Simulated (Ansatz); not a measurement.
Crystal: Hg, a slab with vacuum.

```
Hg
1.0
     3.32056    0.00000    0.00000
    -1.47214    3.07613    0.00000
     0.00000    0.00000   23.12061
Hg
4
Direct
  0.48999 0.45424 0.32439
  0.06819 0.86510 0.44214
  0.40177 0.49761 0.55786
  0.97998 0.90848 0.67561
```

The slab is cut from a database's or a generator's crystal, which needn't be the stable form of the element.

The cell isn't the ideal one: the (0 0 1) slab of Hg, cut from the database cell, not relaxed.

Program: Ansatz 0.2.0. Alike in all runs: cell the (0 0 1) slab of Hg, cut from the database cell, not relaxed. Hardware: 2 threads of Intel(R) Xeon(R) 6975P-C (Granite Rapids), with other jobs on the host.

Problem. Order these runs on this cell by their wall time, lowest first.
A. task single point; level HSE03; potentials or basis Ansatz PAW; spin collinear, program default start; k mesh 5 × 5 × 1; cutoff (eV) 420; smearing fermi-dirac 0.025 eV; boundary along the surface normal dipole_correction
B. task band structure; level revPBE+D4; potentials or basis PseudoDojo standard (PBE files); spin SOC, no magnetisation; k mesh 9 × 9 × 1; cutoff (eV) 898; smearing fixed; boundary along the surface normal isolated; path [["G", "Y", "H", "C", "H1", "X", "G"]]; points for each segment of the path 14
C. task single point; level PBE; potentials or basis Ansatz PAW; spin off; k mesh 9 × 9 × 1; cutoff (eV) 420; smearing fermi-dirac 0.05 eV; boundary along the surface normal dipole_correction

Solution. C (7.8 s), A (100 s), B (710 s).

Not every run made on this cell is shown here.
